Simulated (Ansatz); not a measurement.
A run of Ansatz 0.2.0 is set up as follows.

input.yaml

```yaml
crystal:
  lattice:
    - [0.0, 2.2535006075, 2.2535006075]
    - [2.2535006075, 0.0, 2.2535006075]
    - [2.2535006075, 2.2535006075, 0.0]
  atoms:
    - { symbol: Ga, position: [0.0, 0.0, 0.0] }
    - { symbol: "N", position: [0.25, 0.25, 0.25] }
kpoints:
  mp_grid: { grid: [10, 10, 10] }
scf:
  occupations: { method: fermi_dirac, width: 0.05 }
hamiltonian:
  xc: pbesol
  pseudopotentials: { kind: all_electron, lapw: { basis_error: 0.001 } }
output:
  forces: true
  stress: true
relax:
  f_tol: 0.02
  max_steps: 60
  cell: { p_target: 5 }
```

Potentials or basis: all-electron LAPW, scalar-relativistic.

Launch:

```bash
$ ansatz run input.yaml --threads 1 --pin off --max-ram 3072MiB --backend cpu --events-out ev --progress --plain --runs-dir out
```

What does it give for the space group after relaxing (to 0.05 Å)?

F-43m (No. 216).

What does it give for the relaxed cell?

a = 3.154 Å, b = 3.154 Å, c = 3.154 Å, α = 60.00°, β = 60.00°, γ = 60.00°.

What does it give for the relaxed volume?

11.09 Å³/atom.

Estimate the band gap on the k mesh.

1.88 eV.

Step by step:
```csv
step,energy change (eV),largest force (eV/Å),volume (Å³)
1,0.0000,0.0000,22.89
2,0.0019,0.0000,22.45
3,0.0086,0.0000,22.17
4,0.0081,0.0000,22.19
5,0.0081,0.0000,22.19
```

A k mesh can miss the band edges. Expect the measured gap to be larger: semilocal functionals such as PBEsol lack the derivative discontinuity.
